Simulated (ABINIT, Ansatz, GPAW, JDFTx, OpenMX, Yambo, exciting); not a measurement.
**C: band gap by level of theory**

```cif
data_structure
_symmetry_space_group_name_H-M 'P 1'
_symmetry_Int_Tables_number 1
_cell_length_a 2.5221
_cell_length_b 2.5221
_cell_length_c 2.5221
_cell_angle_alpha 60.000
_cell_angle_beta 60.000
_cell_angle_gamma 60.000
_cell_volume 11.34
loop_
_atom_site_label
_atom_site_type_symbol
_atom_site_fract_x
_atom_site_fract_y
_atom_site_fract_z
_atom_site_occupancy
C1 C 0.75000 0.75000 0.75000 1
C2 C 0.50000 0.50000 0.50000 1
```

```csv
rung,level,program and potentials,cutoff (eV),k mesh,task,core time,chip,band gap (eV),miss (eV),notes
GGA,PBEsol,"Ansatz, JTH PAW",780,13 × 13 × 13,band structure,2.8 s,Intel Xeon,4.00,-1.50,potentials made for PBE; from the band path
LDA,LDA,"JDFTx, SG15-PBE-1.2 with smoothed tails",1361,13 × 13 × 13,band structure,2.8 s,Intel Xeon 6975P-C Granite Rapids,3.95,-1.55,"potentials made for PBE; from the band path; far from this level's other runs, on another mesh"
GGA,PBEsol,"JDFTx, SG15-PBE-1.2 with smoothed tails",1361,13 × 13 × 13,band structure,2.8 s,Intel Xeon 6975P-C Granite Rapids,4.00,-1.50,potentials made for PBE; from the band path
GGA,PBEsol,"Ansatz, Ansatz PAW (files of its older set among them)",820,13 × 13 × 13,band structure,3.4 s,Intel Xeon,(a),?,"potentials made for PBE, which Ansatz adapts in part; from the band path"
Hartree-Fock,Hartree-Fock on PBEsol,"Yambo, PseudoDojo 0.4.1 SR PBEsol standard",1116,6 × 6 × 6,Hartree-Fock levels,4.9 s,Intel Xeon 6975P-C Granite Rapids,11.89,+6.39,coarse mesh
Hartree-Fock,Hartree-Fock on LDA,"Yambo, PseudoDojo 0.4.1 SR LDA standard",1116,6 × 6 × 6,Hartree-Fock levels,9.8 s,Intel Xeon 6975P-C Granite Rapids,12.05,+6.55,coarse mesh
LDA,LDA,"ABINIT, PseudoDojo NC SR LDA v0.4 stringent",1007,10 × 10 × 10,single point,11 s,Arm Neoverse N1,4.18,-1.32,mesh may miss the edge
GGA,PBE,"exciting, all-electron LAPW+lo, shipped species files, valence relativity iora*",-,8 × 8 × 8,single point,15 s,AMD EPYC 7R43 Zen 3,(b),?,mesh may miss the edge
GGA,BP86,"GPAW, PAW data sets generated for this functional",800,10 × 10 × 10,band structure,15 s,Intel Xeon Platinum 8488C Sapphire Rapids,4.18,-1.32,from the band path
LDA,LDA,"exciting, all-electron LAPW+lo, shipped species files, valence relativity iora*",-,8 × 8 × 8,single point,24 s,AMD EPYC 7R43 Zen 3,4.10,-1.40,mesh may miss the edge
GGA,rPW86PBE,"ABINIT, PseudoDojo NC SR PBE v0.4.1 standard",1116,13 × 13 × 13,band structure,28 s,Arm Neoverse V1,4.43,-1.07,potentials made for PBE; from the band path
GGA,PBE,"OpenMX, OpenMX 2013 PBE set, C6.0-s2p2, grid cutoff 300 Ry",-,13 × 13 × 13,band structure,44 s,Arm Neoverse V1,4.60,-0.90,atomic basis
meta-GGA,r2SCAN,"exciting, all-electron LAPW+lo, shipped species files, valence relativity zora",-,8 × 8 × 8,density of states,72 s,AMD EPYC 7R43 Zen 3,4.35,-1.15,mesh may miss the edge
GGA,PBE,"OpenMX, OpenMX 2013 PBE set, C6.0-s2p2d1, grid cutoff 300 Ry",-,13 × 13 × 13,band structure,76 s,Arm Neoverse V2,4.29,-1.21,atomic basis; from the band path
LDA,LDA,"exciting, all-electron LAPW+lo, shipped species files, valence relativity iora*",-,13 × 13 × 13,band structure,91 s,Arm Neoverse V1,(c),?,from the band path
GGA,PBE,"OpenMX, OpenMX 2013 PBE set, C6.0-s3p2d2, grid cutoff 300 Ry",-,13 × 13 × 13,band structure,2.7 min,Arm Neoverse V1,4.25,-1.25,atomic basis; from the band path
G0W0,G0W0 on LDA,"exciting, all-electron LAPW+lo, shipped species files, valence relativity iora*",-,8 × 8 × 8,G0W0 quasiparticle levels,46 min,Arm Neoverse V1,5.94,+0.44,"bands, basis or mesh of the many-body step not converged"
```

Times are single runs on shared hosts and different chips, so they are rough; meshes, cutoffs and the tasks' sizes weigh on the time. All rows: no spin polarisation. Gaps are the least found on the k mesh or the band path, and a mesh can miss the band edges. The cell comes from a database and isn't always the measured one. Meshes differ between rows, which moves values too. All levels ran on this one cell, unrelaxed unless noted. Meshes are those of the run's cell of 2 atoms unless a note names another. Misses use the values as printed. Runs on faulty files, with rough fits or with known faults for this quantity aren't shown. No row holds spin-orbit coupling.

Measured: 5.5 eV (arxiv:1902.02958). The runs are for a static lattice.

Estimate the values left out from the other rows.

(a) 4.01 eV, miss -1.49; (b) 4.14 eV, miss -1.36; (c) 4.11 eV, miss -1.39.
